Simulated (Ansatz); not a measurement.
# MnO: the cost of one run

Computed with Ansatz 0.2.0 (DFT r²SCAN+U (U_eff = 4 eV on Mn d), plane waves, PAW, unless a step's input says otherwise).

## Step 1: The system as given

It takes space group P-6m2 (No. 187, hexagonal). Conventional cell: a = 2.969 Å, b = 2.969 Å, c = 2.898 Å, α = 90.00°, β = 90.00°, γ = 120.00°. Mn (site symmetry -6m2) is surrounded by 6 O at 2.24 Å. O (site symmetry -6m2) is surrounded by 6 Mn at 2.24 Å.

Structure file:

```
Mn O
1.0
     2.96949    0.00000    0.00000
    -1.48474    2.57165    0.00000
     0.00000    0.00000    2.89807
Mn O
1 1
Direct
  0.00000 0.00000 0.00000
  0.66667 0.33333 0.50000
```

Magnetic order typed: ferromagnetic.

An earlier series on this cell reached its lowest free state from «from atoms, symmetry kept, no search», perhaps among other starts.

## Step 2: From atoms, default search

The input, input.yaml:

```yaml
crystal:
  lattice:
    - [2.96948591, 0.0, 0.0]
    - [-1.48474296, 2.57165023, 0.0]
    - [0.0, 0.0, 2.89807113]
  atoms:
    - { symbol: Mn, position: [0.0, 0.0, 0.0], spin: 5.0 }
    - { symbol: O, position: [0.6666666667, 0.3333333333, 0.5] }
basis:
  ecutwfc: 500
  ecutrho_ratio: 4
kpoints:
  mp_grid: { grid: [7, 7, 7] }
hamiltonian:
  xc: r2scan
  hubbard: { sites: [{ site: 0, l: d, u_eff: 4.0 }] }
scf:
  occupations: { method: gaussian, width: 0.05 }
output:
  forces: true
  stress: true
  eigenvalues: true
  populations: true
  hubbard: { sites: [{ site: 0, l: d }] }
  write_density: true
  write_potential: true
  elf: true
  volumetric_format: npy
magnetization:
  spin_polarized: true
```

Run with:

```
> ansatz run input.yaml --threads 2 --pin off --max-ram 3072MiB --backend cpu --events-out ev --progress --plain --runs-dir out
```

**Question.** How long does this run take on 2 threads of Arm Neoverse N1, shared host, and how much memory does it need?

About 12 s, with a peak of 0.38 GiB.
